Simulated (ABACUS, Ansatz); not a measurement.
# TiC: bulk modulus by level of theory

The structure is cubic, space group Fm-3m (No. 225). The conventional cell has a = 4.331 Å, b = 4.331 Å, c = 4.331 Å, α = 90.00°, β = 90.00°, γ = 90.00°. Ti (site symmetry m-3m) has 6 C at 2.17 Å as nearest neighbours. Around C (site symmetry m-3m) lie 6 Ti at 2.17 Å.

The cell is a database's computed one, not the measured one.

```csv
rung,level,program and potentials,cutoff (eV),k mesh,smearing,spin,core time,chip,bulk modulus (GPa),notes
GGA + dispersion,revPBE+D3(BJ),"Ansatz, Ansatz PAW",420,11 × 11 × 11,fermi-dirac 0.05,off,9 s,Arm Neoverse V1,270.1,"potentials made for PBE, which Ansatz adapts in part"
GGA + dispersion,PBE+D3(BJ),"Ansatz, Ansatz PAW",420,11 × 11 × 11,fermi-dirac 0.05,off,9.6 s,Arm Neoverse V1,265.3,-
GGA + dispersion,RPBE+D4,"Ansatz, Ansatz PAW",420,11 × 11 × 11,fermi-dirac 0.1,off,13 s,Arm Neoverse V1,255.4,"potentials made for PBE, which Ansatz adapts in part"
LDA,LDA,"Ansatz, JTH PAW LDA",1230,11 × 11 × 11,fermi-dirac 0.05,off,22 s,Arm Neoverse V2,282.2,-
GGA,PBEsol,"Ansatz, PseudoDojo PBEsol stringent",1143,11 × 11 × 11,fermi-dirac 0.05,off,27 s,Arm Neoverse V1,267.9,-
hybrid,HSE06,"Ansatz, Ansatz PAW",420,6 × 6 × 6,fermi-dirac 0.05,off,1.9 min,AMD EPYC 7R13 Zen 3,275.3,"coarse mesh; potentials made for PBE, which Ansatz adapts in part"
LDA,LDA,"Ansatz, Ansatz PAW",420,6 × 6 × 6,methfessel-paxton 0.01,"collinear, antiferromagnetic start",2.4 min,Arm Neoverse V1,279.9,"potentials made for PBE, which Ansatz adapts in part; cell of 8 atoms"
GGA,PBE,"ABACUS, PseudoDojo NC SR 0.4.1 PBE standard, plane waves",1143,11 × 11 × 11,fermi-dirac 0.05,off,4.7 min,Intel Xeon Platinum 8259CL Skylake/Cascade Lake,250.9,-
```

Times are single runs on shared hosts and different chips, so they are rough; meshes, cutoffs and the tasks' sizes weigh on the time. Task: equation of state. Smearing widths are in eV. For a metal such meshes aren't converged. Meshes differ between rows, which moves values too. Meshes are those of the run's cell of 2 atoms unless a note names another. Runs on faulty files, with rough fits or with known faults for this quantity aren't shown. No row holds spin-orbit coupling.

By rung: LDA 279.9 to 282.2; GGA + dispersion 255.4 to 270.1; GGA 250.9 to 267.9; hybrid on coarse meshes 275.3 (GPa).
